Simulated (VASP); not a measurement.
LiH:

```
Li H
1.0
     2.50699    0.00000    0.00000
     0.00000    2.50699    0.00000
     0.00000    0.00000    2.50699
Li H
1 1
Direct
  0.50000 0.50000 0.50000
  0.00000 0.00000 0.00000
```

The cell was built by a generator and needn't be a form met in nature.

Base run:

| Property | Result |
| --- | --- |
| Program | VASP 6.6.1 |
| Functional | PBE0(alpha) |
| Potentials or basis | VASP PAW PBE potentials, release 64 (Li_sv, H) |
| Cutoff | 520 eV |
| k mesh | 6 × 6 × 6 |
| Occupations | fermi-dirac, width 0.05 eV |
| Spin | no spin polarisation |

Its results: band gap on the k mesh 1.90 eV, indirect (least direct gap 5.64 eV).

**Question.** The run is repeated on the same cell with these changes: share of exact exchange from 0.2 to 0.3. What comes out?

**Answer.** Band gap on the k mesh 2.49 eV, indirect (least direct gap 6.38 eV).

A k mesh can miss the band edges.
